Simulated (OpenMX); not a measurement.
MgO:

```
Mg O
1.0
     0.00000    2.09700    2.09700
     2.09700    0.00000    2.09700
     2.09700    2.09700    0.00000
Mg O
1 1
Cartesian
  0.0000 0.0000 0.0000
  2.0970 2.0970 2.0970
```

The cell is a database's computed one.

Base run:

| Property | Result |
| --- | --- |
| Program | OpenMX 3.8.5 |
| Functional | LDA |
| Potentials or basis | OpenMX 2013 LDA set, Mg7.0-s3p2d1, O6.0-s2p2d1, grid cutoff 500 Ry |
| k mesh | 11 × 11 × 11 |
| Occupations | fermi-dirac, width 0.05 eV |
| Spin | no spin polarisation |

Its results: band gap on the k mesh 5.02 eV, direct; pressure -1.0 GPa.

Q: The run is repeated on the same cell with these changes: functional from LDA to PBE; potentials or basis from OpenMX 2013 LDA set, Mg7.0-s3p2d1, O6.0-s2p2d1, grid cutoff 500 Ry to OpenMX 2013 PBE set, Mg7.0-s3p2, O6.0-s2p2, grid cutoff 500 Ry. What comes out?

A: Band gap on the k mesh 5.05 eV, indirect (least direct gap 5.06 eV); pressure 13.1 GPa.

Caveats: the basis of atomic orbitals isn't converged, which shifts pressures, moduli and gaps.
